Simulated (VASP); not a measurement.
Input of a VASP 6.6.1 run:

INCAR

```
SYSTEM = NaI
PREC = Accurate
ENCUT = 400
EDIFF = 1E-6
ISMEAR = 0
SIGMA = 0.02
LREAL = .False.
LASPH = .True.
NELM = 100
ALGO = Normal
ISIF = 2
LWAVE = .False.
LCHARG = .True.
GGA = PE
LELF = .True.
LVHAR = .True.
```

File KPOINTS:

```
Automatic mesh
0
Gamma
  3 3 3
  0 0 0
```

POSCAR

```
NaI
1.0
    0.0000000000      3.2364000000      3.2364000000
    3.2364000000      0.0000000000      3.2364000000
    3.2364000000      3.2364000000      0.0000000000
I Na
1 1
Direct
    0.5000000000      0.5000000000      0.5000000000
    0.0000000000      0.0000000000      0.0000000000
```

Potentials or basis: VASP PAW PBE potentials, release 64 (I_GW, Na_sv_GW).

Command:

```console
$ cat potpaw_PBE.64/I_GW/POTCAR potpaw_PBE.64/Na_sv_GW/POTCAR > POTCAR
$ mpirun -np 1 vasp_std > vasp.out
```

(1) Estimate the band gap on the k mesh.

## Answers

(1) 3.63 eV, direct.

Caveat: the k mesh is coarse (spacing up to 0.56 Å⁻¹), so the values aren't converged; spin-orbit coupling is left out, which moves the levels of the heavy elements.
